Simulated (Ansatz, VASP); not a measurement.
One calculation of CaO, two programs

```xyz
2
Lattice="0.0000 2.3657 2.3657 2.3657 0.0000 2.3657 2.3657 2.3657 0.0000" Properties=species:S:1:pos:R:3 pbc="T T T"
Ca    0.0000    0.0000    0.0000
O     2.3657    2.3657    2.3657
```

Alike in both runs: task single point; functional LDA; k mesh 8 × 8 × 8; no spin polarisation.

```csv
,VASP,Ansatz
version,VASP 6.6.1,Ansatz 0.2.0
potentials or method,"VASP PAW LDA potentials, release 64 (Ca_sv, O)","PAW with Ansatz's default frozen-core files, scalar-relativistic"
plane-wave cutoff (eV),520,420
occupations,"gaussian, width 0.01 eV",fixed
valence electrons in the cell,16,16
```

Ansatz gave:

```
gap on the k mesh at the Fermi level (eV) : 3.46
pressure (GPa)                            : -1.9
```

What did VASP give for the same quantities?

gap on the k mesh at the Fermi level (eV): 3.43; pressure (GPa): -0.9.

A k mesh can miss the band edges. Expect the measured gap to be larger: semilocal functionals such as LDA lack the derivative discontinuity.
